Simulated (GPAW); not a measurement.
# Sb (R-3m) in GPAW: convergence with k mesh

Aim: find how far k mesh must go before the results for Sb settle, at r2SCAN. This setting moves, with any that are tied to it; all else stays.

Everything below comes from runs of GPAW 26.7.0. Logs are shortened: lines on timing, memory, paths and dates and some standing lists are left out, and cuts for length are marked. The log counts tension as positive stress, the text compression.

### 1 The crystal as given

The structure is trigonal, space group R-3m (No. 166). Conventional cell: a = 4.308 Å, b = 4.308 Å, c = 11.274 Å, α = 90.00°, β = 90.00°, γ = 120.00°. Sb (site symmetry 3m) is surrounded by 3 Sb at 2.91 Å.

### 2 With k mesh 2 × 2 × 2

File run.py:

```python
from ase.dft.bandgap import bandgap
from ase.io import read, write
from ase.units import GPa
from gpaw import GPAW, PW

atoms = read('Sb.xyz')

calc = GPAW(mode=PW(600),
            xc='MGGA_X_R2SCAN+MGGA_C_R2SCAN',
            kpts={'size': (2, 2, 2), 'gamma': True},
            occupations={'name': 'fermi-dirac', 'width': 0.05},
            nbands=25,
            convergence={'density': 1e-05, 'energy': 1e-05},
            maxiter=100,
            txt='gpaw.txt')
atoms.calc = calc
energy = atoms.get_potential_energy()
forces = atoms.get_forces()
stress = atoms.get_stress()
calc.write('gs.gpw')
write('result.traj', atoms)
print(f'Energy: {energy:.6f} eV')
print('Forces (eV/A):')
print(forces.round(4))
print('Stress (GPa):', (stress / GPa).round(3))
print('Fermi level:', round(calc.get_fermi_level(), 4), 'eV')
print(f'Gap: {bandgap(calc)[0]:.4f} eV, direct: {bandgap(calc, direct=True)[0]:.4f} eV')
```

File Sb.xyz:

```xyz
2
Lattice="2.1542000000 1.2437279499 3.7580000000 -2.1542000000 1.2437279499 3.7580000000 0.0000000000 -2.4874558998 3.7580000000" Properties=species:S:1:pos:R:3 pbc="T T T"
Sb     0.0000000000      0.0000000000      8.6416337400
Sb     0.0000000000      0.0000000000      2.6323662600
```

Potentials or basis: GPAW PAW data sets (gpaw-data 1.2.1), pw.

Command:

```console
$ OMP_NUM_THREADS=1 python run.py
```

gpaw.txt:

```text
__  _  _
 | _ |_)|_||  |
 |__||  | ||/\| - 26.7.0

Input parameters:
  mode=PW(ecut=600.0),
  convergence={'density': 1e-05, 'energy': 1e-05},
  kpts=MonkhorstPack(size=(2, 2, 2), gamma=True),
  maxiter=100,
  nbands=25,
  occupations=Occupations(name='fermi-dirac', width=0.05),
  xc=XC(name='MGGA_X_R2SCAN+MGGA_C_R2SCAN')

Diagonalizing LCAO Hamiltonian
Converting LCAO to pw mode

       Sb

       Sb

Atoms  # Å, Bohr magnetons
|   | symbol |        x |        y |        z |    initial magnetic moments |
|---|--------|----------|----------|----------|-----------------------------|
| 0 |     Sb | 0.000000 | 0.000000 | 8.641634 | ( 0.0000,  0.0000,  0.0000) |
| 1 |     Sb | 0.000000 | 0.000000 | 2.632366 | ( 0.0000,  0.0000,  0.0000) |

Unit cell  # Å
| periodic |         x |         y |        z |  lengths |    angles |
|----------|-----------|-----------|----------|----------|-----------|
|      yes |  2.154200 |  1.243728 | 3.758000 | 4.506662 | 57.110173 |
|      yes | -2.154200 |  1.243728 | 3.758000 | 4.506662 | 57.110173 |
|      yes |  0.000000 | -2.487456 | 3.758000 | 4.506662 | 57.110173 |

Number of symmetries: 12
Symmetry operations  # r_c * U_cc + t_c -> r_c
|    | kind |            matrix            |
|----|------|------------------------------|
|  0 |  E   |  1, 0, 0,  0, 1, 0,  0, 0, 1 |
|  1 |  σ   |  1, 0, 0,  0, 0, 1,  0, 1, 0 |
|  2 |  σ   |  0, 1, 0,  1, 0, 0,  0, 0, 1 |
|  3 |  C3  |  0, 1, 0,  0, 0, 1,  1, 0, 0 |
|  4 |  C3  |  0, 0, 1,  1, 0, 0,  0, 1, 0 |
|  5 |  σ   |  0, 0, 1,  0, 1, 0,  1, 0, 0 |
|  6 |  C2  |  0, 0,-1,  0,-1, 0, -1, 0, 0 |
|  7 |  S6  |  0, 0,-1, -1, 0, 0,  0,-1, 0 |
|  8 |  S6  |  0,-1, 0,  0, 0,-1, -1, 0, 0 |
|  9 |  C2  |  0,-1, 0, -1, 0, 0,  0, 0,-1 |
| 10 |  C2  | -1, 0, 0,  0, 0,-1,  0,-1, 0 |
| 11 |  i   | -1, 0, 0,  0,-1, 0,  0, 0,-1 |

BZ-sampling:
  Number of BZ points: 8
  Number of IBZ points: 4

  Monkhorst-Pack size: [2, 2, 2]
  Monkhorst-Pack shift: [0.25, 0.25, 0.25]

K-points  # in reciprocal-cell coordinates
|   |                                coordinates |     weight |
|---|--------------------------------------------|------------|
| 0 | (  0.00000000,   0.00000000,   0.00000000) | 0.12500000 |
| 1 | (  0.50000000,   0.00000000,   0.00000000) | 0.37500000 |
| 2 | (  0.50000000,   0.50000000,   0.00000000) | 0.37500000 |
| 3 | (  0.50000000,   0.50000000,   0.50000000) | 0.12500000 |

Plane wave coefficients: 2026
Cutoff: 600.0 eV

Spin-components: 1 (collinear spins)
Bands:           25
Projectors:      12
Spin-degeneracy: 2
Datatype:        complex128

Parallelization:
  kpt:    1
  domain: 1
  band:   1

Density:
  Valence electrons: 30.0
  Components: 1
  Grid points: [27 27 27]
  Charge: 0.0  # |e|

Potential:
  Grid points: [27 27 27]

species:
  Sb:
    name:    Antimony
    Z:       51.0
    valence: 15
    core:    36
    charge:  0.0  # [|e|]
    compensation charges:
      type: gauss
      rc: 0.36  # [Å]
      lmax: 2
    cutoffs:
      filter: 2.23  # [Å]
      core: 2.23  # [Å]
    projectors
    | kind |    occ | energy [eV] | rcut [Å] |
    |------|--------|-------------|----------|
    |   5s |  2.000 |     -12.815 |    1.154 |
    |   5p |  3.000 |      -4.830 |    1.233 |
    |   4d | 10.000 |     -33.514 |    1.196 |
    |    s |        |      14.396 |    1.154 |
    |    p |        |      22.381 |    1.233 |
    |    d |        |      -6.303 |    1.196 |

    Using partial waves for Sb as LCAO basis

Reference energy: -352563.116496  # eV

eigensolver:
  PPCG
  Converge bands: occupied
  niter=2

density mixing:
  MSR1-Mixer
  Pratt-step length: 0.05
  Maximum mixing coefficient: 0.75
  Old densities: 10
  SVD Regularization: 0.005
  Good broyden scale: 1.0
  Trust region scale: 1.0
  Backstep threshold: 4.0
  History deletion threshold: 6.0
  Fourier metric: weight=20.0, sigma=0.015

occupation numbers:
  Fermi-Dirac:
    width: 0.0500  # eV

poisson solver:
  ecut: 4800.0  # eV

xc functional:
  name: MGGA_X_R2SCAN+MGGA_C_R2SCAN with 2 nearest neighbor stencil

convergence criteria:
- Maximum integral of absolute [dens]ity change: 1e-05 electrons / valence electron
- Maximum [total energy] change in last 3 cyles: 1e-05 eV / valence electron
- Maximum integral of absolute [eigenst]ate change: 4e-08 eV^2 / valence electron
maximum number of iterations: 100

SCF iterations
|iter     | |      energy | eigst |  dens |
|---------|-|-------------|-------|-------|
|iter:   1| |  -39.827429 | +0.42 |       |
|iter:   2| |  -36.663354 | -0.95 | -1.55 |
|iter:   3| |  -36.750118 | -1.65 | -1.48 |
|iter:   4| |  -36.754046 | -2.05 | -1.77 |
|iter:   5| |  -36.721323 | -2.56 | -1.72 |
|iter:   6| |  -36.716838 | -3.01 | -1.93 |
|iter:   7| |  -36.713048 | -2.96 | -2.12 |
|iter:   8| |  -36.712839 | -3.33 | -2.45 |
|iter:   9| |  -36.712893c| -3.81 | -2.86 |
|iter:  10| |  -36.712915c| -5.22 | -3.87 |
|iter:  11| |  -36.712918c| -6.09 | -4.52 |
|iter:  12| |  -36.712920c| -7.43c| -5.03c|

Converged in 12 steps
Energy contributions relative to reference atoms: (reference = -352563.116496)

Energy contributions:
  Kinetic:          11.058165
  Coulomb:          -8.694086
  Zero:              0.015216
  External:          0.000000
  Xc:              -39.081615
  Entropy:          -0.021201
  Spinorbit:         0.000000
  ----------------------------
  Free energy:     -36.723520
  Extrapolated:    -36.712920

dipole moment: (-0.000000, 0.000000, -0.000002)  # |e|*Ang

Fermi level: 6.870
Eigenvalues  # (at kpt = [0.000, 0.000, 0.000])
| band index |      eig [eV] | occ [0-2] |
|------------|---------------|-----------|
|          0 |       -23.223 |     2.000 |
|        ... |               |           |
|          7 |       -22.940 |     2.000 |
|          8 |       -22.903 |     2.000 |
|          9 |       -22.903 |     2.000 |
|         10 |        -6.264 |     2.000 |
|         11 |         2.234 |     2.000 |
|         12 |         4.700 |     2.000 |
[... 8 lines left out ...]
|         21 |        14.041 |     0.000 |
|         22 |        14.326 |     0.000 |
|        ... |               |           |
|         24 |        15.454 |     0.000 |

Gap: 0.168 eV
Transition (v -> c):
  (s=0, k=3, n=14, [0.50, 0.50, 0.50]) -> (s=0, k=1, n=15, [0.50, 0.00, 0.00])
Direct/indirect transitions are different
Direct gap: 0.240 eV
Transition at: (s=0, k=3, n=14, [0.50, 0.50, 0.50])

Forces  # eV/Ang
|        x |        y |        z |
|----------|----------|----------|
| -0.00000 | -0.00000 |  1.89198 |  # Sb   0
|  0.00000 |  0.00000 | -1.89198 |  # Sb   1

Stress tensor  # eV/Ang^3
|         x |         y |         z |
|-----------|-----------|-----------|
| -0.049047 | -0.000000 | -0.000000 |
|  0.000000 | -0.049047 |  0.000000 |
| -0.000000 |  0.000000 | -0.043615 |

# Writing to gs.gpw (mode='')
```

Wall time 24 s (1 thread of Arm Neoverse V1, shared host); peak memory 0.24 GiB.

What came out:

| Quantity | Value |
| --- | --- |
| Free energy | -36.7235 eV |
| Pressure | 7.6 GPa |
| Largest force | 1.892 eV/Å |
| Band gap on the k mesh | 0.17 eV, indirect (least direct gap 0.24 eV) |

### 3 With k mesh 3 × 3 × 3

Edit run.py of step 2 so:

```diff
@@ -9,3 +9,3 @@
             xc='MGGA_X_R2SCAN+MGGA_C_R2SCAN',
-            kpts={'size': (2, 2, 2), 'gamma': True},
+            kpts={'size': (3, 3, 3), 'gamma': True},
             occupations={'name': 'fermi-dirac', 'width': 0.05},
```

Sb.xyz is that of step 2.

Potentials or basis: GPAW PAW data sets (gpaw-data 1.2.1), pw.

Command:

```console
$ OMP_NUM_THREADS=1 python run.py
```

It took 30 s on 1 thread of Arm Neoverse V1, shared host; peak memory 0.25 GiB.

Results:

* Free energy: -38.7329 eV
* Pressure: 2.5 GPa
* Largest force: 0.309 eV/Å
* Band gap on the k mesh: 1.17 eV, direct

### 4 With k mesh 4 × 4 × 4

Edit run.py of step 3 so:

```diff
@@ -9,3 +9,3 @@
             xc='MGGA_X_R2SCAN+MGGA_C_R2SCAN',
-            kpts={'size': (3, 3, 3), 'gamma': True},
+            kpts={'size': (4, 4, 4), 'gamma': True},
             occupations={'name': 'fermi-dirac', 'width': 0.05},
```

Sb.xyz is that of step 3.

Command:

```console
$ OMP_NUM_THREADS=1 python run.py
```

It took 89 s on 1 thread of Arm Neoverse V1, shared host; peak memory 0.25 GiB.

It converged, with:

| Property | Result |
| --- | --- |
| Free energy | -38.6875 eV |
| Pressure | 1.6 GPa |
| Largest force | 0.225 eV/Å |
| Band gap on the k mesh | 0.24 eV, indirect (least direct gap 0.34 eV) |

### 5 With k mesh 5 × 5 × 5

Edit run.py of step 4 so:

```diff
@@ -9,3 +9,3 @@
             xc='MGGA_X_R2SCAN+MGGA_C_R2SCAN',
-            kpts={'size': (4, 4, 4), 'gamma': True},
+            kpts={'size': (5, 5, 5), 'gamma': True},
             occupations={'name': 'fermi-dirac', 'width': 0.05},
```

Sb.xyz is that of step 4.

Command:

```console
$ OMP_NUM_THREADS=1 python run.py
```

Run time: 2.1 min. Hardware: 1 thread of Arm Neoverse V1, shared host; peak memory 0.26 GiB.

Results (log left out):

```
Free energy            : -38.6775 eV
Pressure               : 1.4 GPa
Largest force          : 0.141 eV/Å
Band gap on the k mesh : 0.38 eV, indirect (least direct gap 0.62 eV)
```

### 6 With k mesh 6 × 6 × 6

Edit run.py of step 5 so:

```diff
@@ -9,3 +9,3 @@
             xc='MGGA_X_R2SCAN+MGGA_C_R2SCAN',
-            kpts={'size': (5, 5, 5), 'gamma': True},
+            kpts={'size': (6, 6, 6), 'gamma': True},
             occupations={'name': 'fermi-dirac', 'width': 0.05},
```

Sb.xyz is that of step 5.

Potentials or basis: GPAW PAW data sets (gpaw-data 1.2.1), pw.

Command:

```console
$ OMP_NUM_THREADS=1 python run.py
```

Run time: 3.7 min. Hardware: 1 thread of Arm Neoverse V1, shared host; peak memory 0.28 GiB.

The run converged. Its results:

- Free energy: -38.6591 eV
- Pressure: 1.5 GPa
- Largest force: 0.102 eV/Å
- Band gap on the k mesh: none (metal or under the smearing width)

### 7 With k mesh 7 × 7 × 7

Edit run.py of step 6 so:

```diff
@@ -9,3 +9,3 @@
             xc='MGGA_X_R2SCAN+MGGA_C_R2SCAN',
-            kpts={'size': (6, 6, 6), 'gamma': True},
+            kpts={'size': (7, 7, 7), 'gamma': True},
             occupations={'name': 'fermi-dirac', 'width': 0.05},
```

Sb.xyz is that of step 6.

Command:

```console
$ OMP_NUM_THREADS=1 python run.py
```

Wall time 4.8 min (1 thread of Arm Neoverse V1, shared host); peak memory 0.29 GiB.

It converged, with:

```
Free energy            : -38.6615 eV
Pressure               : 1.5 GPa
Largest force          : 0.026 eV/Å
Band gap on the k mesh : 0.35 eV, indirect (least direct gap 0.55 eV)
```

### 8 Result

```tsv
k mesh	energy less the tightest run, at zero smearing (meV/atom)	pressure (GPa)	largest force (eV/Å)	gap on the mesh (eV)	SCF cycles	CPU time (s)	peak memory (GiB)
2 × 2 × 2	974.09	7.57	1.892	0.168	12	24	0.24
3 × 3 × 3	-35.91	2.50	0.309	1.166	11	30	0.25
4 × 4 × 4	-12.65	1.56	0.225	0.236	16	89	0.25
5 × 5 × 5	-7.82	1.44	0.141	0.381	16	130	0.26
6 × 6 × 6	1.67	1.52	0.102	0.000	17	220	0.28
7 × 7 × 7	0.00	1.54	0.026	0.347	16	290	0.29
```

Against the tightest run, the pressure stays within 0.1 GPa from 6 × 6 × 6 on. Not settled before the last step: the energy (to 1 meV/atom), the largest force (to 0.005 eV/Å), the gap on the mesh (to 0.01 eV). Meshes of other sizes hit other points, so gaps and Fermi surfaces needn't settle smoothly. The tightest run that finished is the yardstick and may itself not be fully converged.

Caveats: the PAW data sets were made with another functional, which shifts forces and pressure a little; spin-orbit coupling is left out, which moves the levels of the heavy elements; an odd mesh through Γ misses points on the zone boundary, where band edges often lie.
